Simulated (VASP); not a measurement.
# Settings for HfB: energy along a vibration (SMASS = -2)

HfB, atoms displaced along the mode, 2 atoms in the cell. PBE, energy along a line of displacements; PAW potentials Hf_pv, B (PBE set). VASP 6.6.1.

Wanted: harmonic frequency within 1 %.

Mode: optical mode at Gamma along x.

POSCAR:
```
HfB
1.0
    0.0000000000      2.3100000000      2.3100000000
    2.3100000000      0.0000000000      2.3100000000
    2.3100000000      2.3100000000      0.0000000000
Hf B
1 1
Direct
    0.5009888333      0.4990111667      0.4990111667
   -0.0163271840      0.0163271840      0.0163271840

    0.0011421025   0.0000000000   0.0000000000
   -0.0188578975   0.0000000000   0.0000000000
```

The series start from k mesh: 7 × 7 × 7; Cutoff (eV): 420; Step along the mode (Å): 0.02; Electronic threshold (eV): 1e-7; Smearing width (eV): 0.15; Precision and projection: Accurate, reciprocal space. Each series keeps the choices made before it, and each single choice may use up half of a tolerance.

## k mesh

| k mesh | Harmonic frequency (THz) | Time (s) |
|---|---|---|
| 3 × 3 × 3 | 15.9 | 7.1 |
| 4 × 4 × 4 | 18.33 | 9.3 |
| 6 × 6 × 6 | 16.81 | 16 |
| 7 × 7 × 7 | 15.78 | 23 |
| 9 × 9 × 9 | 16.7 | 38 |
| 11 × 11 × 11 | 16.52 | 66 |
| 14 × 14 × 14 (reference) | 16.54 | 134 |

Chosen: 11 × 11 × 11, the loosest value from which every tighter one stays within half of the tolerance.

## Cutoff (eV)

| Cutoff (eV) | Harmonic frequency (THz) | Time (s) |
|---|---|---|
| 230 | 16.37 | 23 |
| 280 | 16.45 | 50 |
| 320 | 16.48 | 58 |
| 370 | 16.52 | 65 |
| 420 | 16.52 | 66 |
| 480 (reference) | 16.52 | 75 |

Chosen: 280.

## Electronic threshold (eV)

| Electronic threshold (eV) | Harmonic frequency (THz) | Time (s) |
|---|---|---|
| 0.001 | 16.45 | 36 |
| 0.0001 | 16.45 | 37 |
| 1e-5 | 16.45 | 44 |
| 1e-6 | 16.45 | 46 |
| 1e-7 | 16.45 | 50 |
| 1e-8 (reference) | 16.45 | 54 |

Chosen: 0.001.

## Smearing width (eV)

| Smearing width (eV) | Harmonic frequency (THz) | Time (s) |
|---|---|---|
| 0.4 | 16.46 | 40 |
| 0.3 | 16.47 | 33 |
| 0.2 | 16.45 | 39 |
| 0.15 | 16.45 | 36 |
| 0.1 (reference) | 16.43 | 38 |

Chosen: 0.4.

## Precision and projection

| Precision and projection | Harmonic frequency (THz) | Time (s) |
|---|---|---|
| Accurate, reciprocal space | 16.46 | 40 |
| Normal, reciprocal space | 16.45 | 20 |
| Normal, Auto | 16.38 | 36 |

Chosen: Normal, reciprocal space, the fastest of those that stay within half of the tolerance.

## All choices together

| Input | Harmonic frequency (THz) | Time (s) |
|---|---|---|
| defaults on a coarse mesh (naive) | 18.06 | 2.1 |
| chosen settings | 16.45 | 20 |
| reference settings throughout | 16.47 | 174 |

The tolerance is met.

## The input

INCAR:
```
SYSTEM = HfB
GGA = PE
PREC = Normal
ENCUT = 280
EDIFF = 0.001
ALGO = Normal
LREAL = .FALSE.
LASPH = .TRUE.
ISMEAR = 1
SIGMA = 0.4
ISYM = 0
LWAVE = .FALSE.
LCHARG = .FALSE.
IBRION = 0
SMASS = -2
POTIM = 1
NSW = 9
NELMIN = 4
KPAR = 2
```

KPOINTS:
```
Automatic mesh
0
Gamma
  11 11 11
  0 0 0
```

Commands:
```
cat potpaw_PBE.64/Hf_pv/POTCAR potpaw_PBE.64/B/POTCAR > POTCAR
mpirun -np 2 vasp_std > vasp.out
```

Limits: NELMIN = 4 forces that many electronic steps, so a loose EDIFF looks better here than it is.

The chosen input took VASP 6.6.1 20 s on 2 cores (Intel Xeon 6975P-C (Granite Rapids)), a shared host.

## An input that fails: POTIM multiplies the typed steps tenfold

It runs to its end, but against the unchanged starting input it is off by 1879 % in the harmonic frequency.

Changes against the starting input:
```
- POTIM = 1
+ POTIM = 10
```
